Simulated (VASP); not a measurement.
# BAs (F-43m) in VASP: notebook

Runs on BAs. Level: PBE. Tasks: relaxation of the atoms.

Program: VASP 6.6.1. These are calculated values, not measurements. Logs are shortened: lines on timing, memory, paths and dates and some standing lists are left out, and cuts for length are marked.

## Step 1: The undisturbed crystal

It takes space group F-43m (No. 216, cubic). The conventional cell has a = 4.777 Å, b = 4.777 Å, c = 4.777 Å, α = 90.00°, β = 90.00°, γ = 90.00°. B (site symmetry -43m) is surrounded by 4 As at 2.07 Å. Around As (site symmetry -43m) lie 4 B at 2.07 Å.

## Step 2: Relaxation of the atoms, PBE (a relaxed cell with its volume scaled by 0.94)

INCAR reads:

```
ALGO = Normal
EDIFF = 1E-7
EDIFFG = -0.01
ENCUT = 300
GGA = PE
IBRION = 2
ISIF = 2
ISMEAR = 0
LASPH = True
LCHARG = False
LREAL = False
LWAVE = False
NELM = 80
NSW = 40
PREC = Accurate
SIGMA = 0.03
```

KPOINTS reads:

```
k-points
0
Gamma
  5 5 5
```

POSCAR reads:

```
BAs                                     
1.0
    0.0000000000      2.3592472800      2.3592472800
    2.3592472800      0.0000000000      2.3592472800
    2.3592472800      2.3592472800      0.0000000000
  B               As            
     1     1
Direct
     0.0000000000000000    0.0000000000000000    0.0000000000000000
     0.2500000000000000    0.2500000000000000    0.2500000000000000
```

Potentials or basis: VASP PAW PBE potentials, release 64 (B_s, As).

Started as:

```
> cat potpaw_PBE.64/B_s/POTCAR potpaw_PBE.64/As/POTCAR > POTCAR
> mpirun -np 1 vasp_std > vasp.out
```

OUTCAR:

```text
EDIFF = 1E-7
   EDIFFG = -0.01
   ENCUT = 300
   GGA = PE
   IBRION = 2
   ISIF = 2
   ISMEAR = 0
   LASPH = True
   LREAL = False
   NELM = 80
   NSW = 40
   PREC = Accurate

 ion  position               nearest neighbor table
   1  0.000  0.000  0.000-   2 2.04   2 2.04   2 2.04   2 2.04
   2  0.250  0.250  0.250-   1 2.04   1 2.04   1 2.04   1 2.04

  LATTYP: Found a face centered cubic cell.
 ALAT       =     4.7184945600

  Lattice vectors:

 A1 = (   0.0000000000,   2.3592472800,   2.3592472800)
 A2 = (   2.3592472800,   0.0000000000,   2.3592472800)
 A3 = (   2.3592472800,   2.3592472800,   0.0000000000)

Analysis of symmetry for initial positions (statically):
=====================================================================
 Subroutine PRICEL returns:
 Original cell was already a primitive cell.

 Routine SETGRP: Setting up the symmetry group for a
 face centered cubic supercell.

 Subroutine GETGRP returns: Found 24 space group operations
 (whereof 24 operations were pure point group operations)
 out of a pool of 48 trial point group operations.

The static configuration has the point symmetry T_d .

Analysis of symmetry for dynamics (positions and initial velocities):
=====================================================================
 Subroutine PRICEL returns:
 Original cell was already a primitive cell.

 Routine SETGRP: Setting up the symmetry group for a
 face centered cubic supercell.

 Subroutine GETGRP returns: Found 24 space group operations
 (whereof 24 operations were pure point group operations)
 out of a pool of 48 trial point group operations.

The dynamic configuration has the point symmetry T_d .

 Subroutine INISYM returns: Found 24 space group operations
 (whereof 24 operations are pure point group operations),
 and found     1 'primitive' translations

----------------------------------------------------------------------------------------

                                     Primitive cell

  volume of cell :      26.2634

  direct lattice vectors                    reciprocal lattice vectors
     0.000000000  2.359247280  2.359247280    -0.211932002  0.211932002  0.211932002
     2.359247280  0.000000000  2.359247280     0.211932002 -0.211932002  0.211932002
     2.359247280  2.359247280  0.000000000     0.211932002  0.211932002 -0.211932002

  length of vectors
     3.336479500  3.336479500  3.336479500     0.367076996  0.367076996  0.367076996

  position of ions in fractional coordinates (direct lattice)
     0.000000000  0.000000000  0.000000000
     0.250000000  0.250000000  0.250000000

  ion indices of the primitive-cell ions
   primitive index   ion index
                 1           1
                 2           2

----------------------------------------------------------------------------------------

 KPOINTS: k-points

Automatic generation of k-mesh.
 Grid dimensions read from file:
 generate k-points for:    5    5    5

 Generating k-lattice:

  Cartesian coordinates                     Fractional coordinates (reciprocal lattice)
    -0.042386400  0.042386400  0.042386400     0.200000000  0.000000000  0.000000000
     0.042386400 -0.042386400  0.042386400     0.000000000  0.200000000  0.000000000
     0.042386400  0.042386400 -0.042386400     0.000000000  0.000000000  0.200000000

  Length of vectors
     0.073415399  0.073415399  0.073415399

  Shift w.r.t. Gamma in fractional coordinates (k-lattice)
     0.000000000  0.000000000  0.000000000

 Subroutine IBZKPT returns following result:
 ===========================================

 Found     10 irreducible k-points:

 Following reciprocal coordinates:
            Coordinates               Weight
  0.000000  0.000000  0.000000      1.000000
  0.200000  0.000000  0.000000      8.000000
  0.400000  0.000000  0.000000      8.000000
  0.200000  0.200000  0.000000      6.000000
  0.400000  0.200000  0.000000     24.000000
 -0.400000  0.200000  0.000000     24.000000
 -0.200000  0.200000  0.000000     12.000000
  0.400000  0.400000  0.000000      6.000000
 -0.400000  0.400000  0.000000     12.000000
 -0.400000  0.400000  0.200000     24.000000
   k-points           NKPTS =     10   k-points in BZ     NKDIM =     10   number of bands    NBANDS=      8
   number of dos      NEDOS =    301   number of ions     NIONS =      2
   total plane-waves  NPLWV =   8000
   dimension x,y,z NGX =    20 NGY =   20 NGZ =   20
   dimension x,y,z NGXF=    40 NGYF=   40 NGZF=   40
   ions per type =               1   1
   NGX,Y,Z   is equivalent  to a cutoff of   9.97,  9.97,  9.97 a.u.
   NGXF,Y,Z  is equivalent  to a cutoff of  19.93, 19.93, 19.93 a.u.
 SYSTEM =  unknown system
   PREC   = accura    normal or accurate (medium, high low for compatibility)
   ISTART =      0    job   : 0-new  1-cont  2-samecut
   ICHARG =      2    charge: 1-file 2-atom 10-const
   ISPIN  =      1    spin polarized calculation?
   LNONCOLLINEAR =      F non collinear calculations
   LSORBIT =      F    spin-orbit coupling
   LASPH  =      T    aspherical Exc in radial PAW
   ENCUT  =  300.0 eV  22.05 Ry    4.70 a.u.   4.71  4.71  4.71*2*pi/ulx,y,z
   NELM   =     80;   NELMIN=  2; NELMDL= -5     # of ELM steps
   EDIFF  = 0.1E-06   stopping-criterion for ELM
   LREAL  =      F    real-space projection
   EDIFFG = -.1E-01   stopping-criterion for IOM
   NSW    =     40    number of steps for IOM
   IBRION =      2    ionic relax: 0-MD 1-quasi-New 2-CG
   NFREE  =      1    steps in history (QN), initial steepest desc. (CG)
   ISIF   =      2    stress and relaxation
   ISYM   =      2    0-nonsym 1-usesym 2-fastsym
   POTIM  = 0.5000    time-step for ionic-motion
   TEBEG  =    0.0;   TEEND  =   0.0 temperature during run
   PSTRESS=    0.0 pullay stress
   NELECT =       8.0000    total number of electrons
   NUPDOWN=      -1.0000    fix difference up-down
   EMIN   =  10.00;   EMAX   =-10.00  energy-range for DOS
   EFERMI =   0.00;   METHOD = LEGACY
   ISMEAR =     0;   SIGMA  =   0.03  broadening in eV -4-tet -1-fermi 0-gaus
   EFERMI_NEDOS =   21; number of points for ismear=-14 and -15
   IALGO  =     38    algorithm
   IMIX   =      4    mixing-type and parameters
     AMIX     =   0.40;   BMIX     =  1.00
     AMIX_MAG =   1.60;   BMIX_MAG =  1.00
  volume/ion in A,a.u.               =      13.13        88.62
  Fermi-wavevector in a.u.,A,eV,Ry     =   1.101509  2.081550 16.508248  1.213322
  Thomas-Fermi vector in A             =   2.237937
   LORBIT       =      0    0 simple, 1 ext, 2 COOP (PROOUT), +10 PAW based schemes
   GGA     = PE    functional components
   LHFCALC =     F    Hartree Fock is set to
   AEXX    =    0.0000 exact exchange contribution
   IVDW    =     0    specifies the selected vdW correction
   LEPSILON=     F    determine dielectric tensor
   LRPA    =     F    only Hartree local field effects (RPA)
 conjugate gradient relaxation of ions
 non-spin polarized calculation
 Gauss-broadening in eV      SIGMA  =   0.03
  energy-cutoff  :      300.00
  volume of cell :       26.26
 maximum number of plane-waves:       331
   NGX =  9   NGY =  9   NGZ =  9

 number of electron       8.0000002 magnetization

 Free energy of the ion-electron system (eV)
  ---------------------------------------------------
  ext. energy  EPLUGINS =         0.00000000
  ---------------------------------------------------
  free energy    TOTEN  =       -11.30079666 eV

  energy without entropy =      -11.30079666  energy(sigma->0) =      -11.30079666

 E-fermi :   7.3284     XC(G=0): -10.7036

 val. band max:        7.1238270926   @ k =   0.0000   0.0000   0.0000
 cond. band min:       8.2542160629   @ k =   0.4000   0.4000   0.0000
 fundamental gap:      1.1303889703
 Fermi energy:         7.3283783367

 k-point     1 :       0.0000    0.0000    0.0000
  band No.  band energies     occupation
      1      -8.6285      2.00000
      2       7.1238      2.00000
      3       7.1238      2.00000
      4       7.1238      2.00000
      5      10.4405      0.00000
      6      10.4405      0.00000
      7      10.4405      0.00000
      8      12.2822      0.00000

 k-point     2 :       0.2000    0.0000    0.0000
  band No.  band energies     occupation
      1      -7.9564      2.00000
      2       3.2736      2.00000
      3       6.2115      2.00000
      4       6.2115      2.00000
      5      10.5114      0.00000
      6      11.5935      0.00000
      7      11.5935      0.00000
      8      14.6120      0.00000

 k-point     3 :       0.4000    0.0000    0.0000
  band No.  band energies     occupation
      1      -6.1923      2.00000
      2      -1.0401      2.00000
      3       5.3495      2.00000
      4       5.3495      2.00000
      5      10.0915      0.00000
      6      11.9890      0.00000
      7      11.9890      0.00000
      8      16.0759      0.00000

 k-point     4 :       0.2000    0.2000    0.0000
  band No.  band energies     occupation
      1      -7.7287      2.00000
      2       4.1354      2.00000
      3       4.8987      2.00000
      4       4.8987      2.00000
      5       9.1060      0.00000
      6      12.6004      0.00000
      7      13.6197      0.00000
      8      13.6197      0.00000

 k-point     5 :       0.4000    0.2000    0.0000
  band No.  band energies     occupation
      1      -6.2697      2.00000
      2       0.4388      2.00000
      3       3.5347      2.00000
      4       4.1296      2.00000
      5       9.7329      0.00000
      6      12.6518      0.00000
      7      14.1081      0.00000
      8      14.5591      0.00000

 k-point     6 :      -0.4000    0.2000    0.0000
  band No.  band energies     occupation
      1      -5.1828      2.00000
      2      -1.3640      2.00000
      3       2.4242      2.00000
      4       4.5174      2.00000
      5      10.2371      0.00000
      6      13.4296      0.00000
      7      13.7398      0.00000
      8      16.4207      0.00000

 k-point     7 :      -0.2000    0.2000    0.0000
  band No.  band energies     occupation
      1      -6.8841      2.00000
      2       1.5485      2.00000
      3       2.8856      2.00000
      4       5.7834      2.00000
      5      11.1891      0.00000
      6      12.3357      0.00000
      7      13.2877      0.00000
      8      14.3168      0.00000

 k-point     8 :       0.4000    0.4000    0.0000
  band No.  band energies     occupation
      1      -5.2448      2.00000
      2      -0.3370      2.00000
      3       3.1136      2.00000
      4       3.1136      2.00000
      5       8.2542      0.00000
      6       9.3392      0.00000
      7      17.8285      0.00000
      8      17.8285      0.00000

 k-point     9 :      -0.4000    0.4000    0.0000
  band No.  band energies     occupation
      1      -4.2040      2.00000
      2      -1.3498      2.00000
      3       1.2555      2.00000
      4       3.2792      2.00000
      5       8.9153      0.00000
      6      11.5543      0.00000
      7      17.2377      0.00000
      8      17.6287      0.00000

 k-point    10 :      -0.4000    0.4000    0.2000
  band No.  band energies     occupation
      1      -4.7449      2.00000
      2      -0.6658      2.00000
      3       1.4298      2.00000
      4       2.7804      2.00000
      5      11.5791      0.00000
      6      12.5114      0.00000
      7      13.4144      0.00000
      8      17.0785      0.00000

------------------------ aborting loop because EDIFF is reached ----------------------------------------

  FORCE on cell =-STRESS in cart. coord.  units (eV):
  Direction    XX          YY          ZZ          XY          YZ          ZX
  --------------------------------------------------------------------------------------
  -------------------------------------------------------------------------------------
  Total        1.5332889      1.5332889      1.5332889     -0.0000000     -0.0000000      0.0000000
  in kB       93.5371620     93.5371620     93.5371620     -0.0000000     -0.0000000      0.0000000
  external PRESSURE =      93.5371620 kB  Pullay stress =       0.0000000 kB

 VOLUME and BASIS-vectors are now :
 -----------------------------------------------------------------------------
  energy-cutoff  :      300.00
  volume of cell :       26.26
      direct lattice vectors                 reciprocal lattice vectors
     0.000000000  2.359247280  2.359247280    -0.211932002  0.211932002  0.211932002
     2.359247280  0.000000000  2.359247280     0.211932002 -0.211932002  0.211932002
     2.359247280  2.359247280  0.000000000     0.211932002  0.211932002 -0.211932002

 POSITION                                       TOTAL-FORCE (eV/Angst)
 -----------------------------------------------------------------------------------
      0.00000      0.00000      0.00000         0.000000      0.000000      0.000000
      1.17962      1.17962      1.17962        -0.000000     -0.000000     -0.000000
 -----------------------------------------------------------------------------------
    total drift:                                0.000000      0.000000      0.000000

  FREE ENERGIE OF THE ION-ELECTRON SYSTEM (eV)
  ---------------------------------------------------
  free  energy   TOTEN  =       -11.3007966617 eV

  energy  without entropy=      -11.3007966617  energy(sigma->0) =      -11.30079666

 reached required accuracy - stopping structural energy minimisation
```

Wall time 4.5 s (1 thread of Intel Xeon Platinum 8488C (Sapphire Rapids), shared host); peak memory 0.11 GiB.

What came out:

* Free energy: -11.3008 eV
* Band gap on the k mesh: 1.13 eV, indirect (least direct gap 3.32 eV)

Final structure:
```
B As
1.0
     0.00000    2.35925    2.35925
     2.35925    0.00000    2.35925
     2.35925    2.35925    0.00000
B As
1 1
Direct
  0.00000 0.00000 0.00000
  0.25000 0.25000 0.25000
```

Caveat: the k mesh is coarse (spacing up to 0.46 Å⁻¹), so the values aren't converged; the cutoff is under 1.25 times the usual one of these potentials, so pressure, stress and relaxed cells hold a basis-set (Pulay) error; the relaxation stopped at its first step, so nothing moved; an odd mesh through Γ misses points on the zone boundary, where band edges often lie.

## Step 3: Relaxation of the atoms, PBE (a relaxed cell with its volume scaled by 0.96)

INCAR is that of step 2.

KPOINTS is that of step 2.

POSCAR reads:

```
BAs                                     
1.0
    0.0000000000      2.3758622448      2.3758622448
    2.3758622448      0.0000000000      2.3758622448
    2.3758622448      2.3758622448      0.0000000000
  B               As            
     1     1
Direct
     0.0000000000000000    0.0000000000000000    0.0000000000000000
     0.2500000000000000    0.2500000000000000    0.2500000000000000
```

Potentials or basis: VASP PAW PBE potentials, release 64 (B_s, As).

Started as:

```
> cat potpaw_PBE.64/B_s/POTCAR potpaw_PBE.64/As/POTCAR > POTCAR
> mpirun -np 1 vasp_std > vasp.out
```

OUTCAR:

```text
EDIFF = 1E-7
   EDIFFG = -0.01
   ENCUT = 300
   GGA = PE
   IBRION = 2
   ISIF = 2
   ISMEAR = 0
   LASPH = True
   LREAL = False
   NELM = 80
   NSW = 40
   PREC = Accurate

 ion  position               nearest neighbor table
   1  0.000  0.000  0.000-   2 2.06   2 2.06   2 2.06   2 2.06
   2  0.250  0.250  0.250-   1 2.06   1 2.06   1 2.06   1 2.06

  LATTYP: Found a face centered cubic cell.
 ALAT       =     4.7517244896

  Lattice vectors:

 A1 = (   0.0000000000,   2.3758622448,   2.3758622448)
 A2 = (   2.3758622448,   0.0000000000,   2.3758622448)
 A3 = (   2.3758622448,   2.3758622448,   0.0000000000)

Analysis of symmetry for initial positions (statically):
=====================================================================
 Subroutine PRICEL returns:
 Original cell was already a primitive cell.

 Routine SETGRP: Setting up the symmetry group for a
 face centered cubic supercell.

 Subroutine GETGRP returns: Found 24 space group operations
 (whereof 24 operations were pure point group operations)
 out of a pool of 48 trial point group operations.

The static configuration has the point symmetry T_d .

[... 155 lines left out ...]
  band No.  band energies     occupation
      1      -8.6810      2.00000
      2       6.8742      2.00000
      3       6.8742      2.00000
      4       6.8742      2.00000
      5      10.1637      0.00000
      6      10.1637      0.00000
      7      10.1637      0.00000
      8      11.7607      0.00000
[... 89 lines left out ...]
 k-point    10 :      -0.4000    0.4000    0.2000
  band No.  band energies     occupation
      1      -4.8926      2.00000
      2      -0.8274      2.00000
      3       1.3051      2.00000
      4       2.6310      2.00000
      5      11.3050      0.00000
      6      12.2155      0.00000
      7      13.0617      0.00000
      8      16.6655      0.00000

------------------------ aborting loop because EDIFF is reached ----------------------------------------

  FORCE on cell =-STRESS in cart. coord.  units (eV):
  Direction    XX          YY          ZZ          XY          YZ          ZX
  --------------------------------------------------------------------------------------
  -------------------------------------------------------------------------------------
  Total        0.9913640      0.9913640      0.9913640     -0.0000000     -0.0000000     -0.0000000
  in kB       59.2174872     59.2174872     59.2174872     -0.0000000     -0.0000000     -0.0000000
  external PRESSURE =      59.2174872 kB  Pullay stress =       0.0000000 kB

 VOLUME and BASIS-vectors are now :
 -----------------------------------------------------------------------------
  energy-cutoff  :      300.00
  volume of cell :       26.82
      direct lattice vectors                 reciprocal lattice vectors
     0.000000000  2.375862245  2.375862245    -0.210449912  0.210449912  0.210449912
     2.375862245  0.000000000  2.375862245     0.210449912 -0.210449912  0.210449912
     2.375862245  2.375862245  0.000000000     0.210449912  0.210449912 -0.210449912

 POSITION                                       TOTAL-FORCE (eV/Angst)
 -----------------------------------------------------------------------------------
      0.00000      0.00000      0.00000         0.000000      0.000000     -0.000000
      1.18793      1.18793      1.18793        -0.000000     -0.000000      0.000000
 -----------------------------------------------------------------------------------
    total drift:                                0.000000      0.000000      0.000000

  FREE ENERGIE OF THE ION-ELECTRON SYSTEM (eV)
  ---------------------------------------------------
  free  energy   TOTEN  =       -11.3279013407 eV

  energy  without entropy=      -11.3279013407  energy(sigma->0) =      -11.32790134

 reached required accuracy - stopping structural energy minimisation
```

Run time: 4.7 s. Hardware: 1 thread of Intel Xeon Platinum 8488C (Sapphire Rapids), shared host; peak memory 0.12 GiB.

What came out:

- Free energy: -11.3279 eV
- Band gap on the k mesh: 1.15 eV, indirect (least direct gap 3.29 eV)

Final structure:
```xyz
2
Lattice="0.0000 2.3759 2.3759 2.3759 0.0000 2.3759 2.3759 2.3759 0.0000" Properties=species:S:1:pos:R:3 pbc="T T T"
B     0.0000    0.0000    0.0000
As    1.1879    1.1879    1.1879
```

Levels at points of the mesh, in eV from the valence-band top:
```csv
k point,band 1,band 2,band 3,band 4,band 5,band 6,band 7,band 8
"(0.00, 0.00, 0.00)",-15.56,0.00,0.00,0.00,3.29,3.29,3.29,4.89
```

Caveat: the k mesh is coarse (spacing up to 0.46 Å⁻¹), so the values aren't converged; the cutoff is under 1.25 times the usual one of these potentials, so pressure, stress and relaxed cells hold a basis-set (Pulay) error; the relaxation stopped at its first step, so nothing moved; an odd mesh through Γ misses points on the zone boundary, where band edges often lie.
